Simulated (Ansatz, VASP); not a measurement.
## Mg: VASP beside Ansatz

File INCAR:

```
PREC = Accurate
ENCUT = 600
EDIFF = 1E-6
ISMEAR = -1
SIGMA = 0.05
LREAL = False
LASPH = True
NELM = 80
ALGO = Normal
ISIF = 3
LWAVE = False
LCHARG = False
GGA = PE
IBRION = 2
NSW = 60
EDIFFG = -0.01
```

File KPOINTS:

```
Automatic mesh
0
Gamma
  11 11 11
```

File POSCAR:

```
Mg
1.0
   -1.8359916300      1.8359916300      1.6794040200
    1.8359916300     -1.8359916300      1.6794040200
    1.8359916300      1.8359916300     -1.6794040200
Mg
1
Direct
    0.0000000000      0.0000000000      0.0000000000
```

The input input.yaml:

```yaml
crystal:
  lattice:
    - [-1.83599163, 1.83599163, 1.67940402]
    - [1.83599163, -1.83599163, 1.67940402]
    - [1.83599163, 1.83599163, -1.67940402]
  atoms:
    - { symbol: Mg, position: [0.0, 0.0, 0.0] }
hamiltonian:
  xc: pbe
  pseudopotentials: { kind: paw }
kpoints:
  mp_grid: { grid: [11, 11, 11] }
scf:
  occupations: { method: fermi_dirac, width: 0.05 }
output:
  forces: true
  stress: true
  eigenvalues: true
relax:
  f_tol: 0.01
  max_steps: 40
  cell: { stress_tol: 0.05 }
```

This isn't the form of Mg at room conditions, which is hcp.

Alike in both runs: task relaxation of cell and atoms; functional PBE; k mesh 11 × 11 × 11; occupations fermi-dirac, width 0.05 eV; no spin polarisation.

|  | VASP | Ansatz |
| --- | --- | --- |
| version | VASP 6.6.1 | Ansatz 0.2.0 |
| potentials or method | VASP PAW PBE potentials, release 64 (Mg) | Ansatz PAW |
| plane-wave cutoff (eV) | 600 | 420 |
| valence electrons in the cell | 2 | 10 |

|  | VASP | Ansatz | Ansatz less VASP |
| --- | --- | --- | --- |
| gap on the k mesh at the Fermi level, each at its own relaxed structure (eV) | none | none | - |
| relaxed volume (Å³/atom) | 22.76 | 22.83 | +0.070 |
| relaxed cell length with the largest relative difference (Å) | 3.092 | 3.095 | +0.0032 |
| energy change over the relaxation (meV/atom) | -3 | -3 | -0.1 |

A gap of «none» marks a metal or a gap that the smearing closes. The two sets of potentials don't hold the same shells in valence.

Caveats: the plane-wave basis is chosen anew once the cell has moved, so the energies of steps on either side of that aren't comparable (Ansatz).
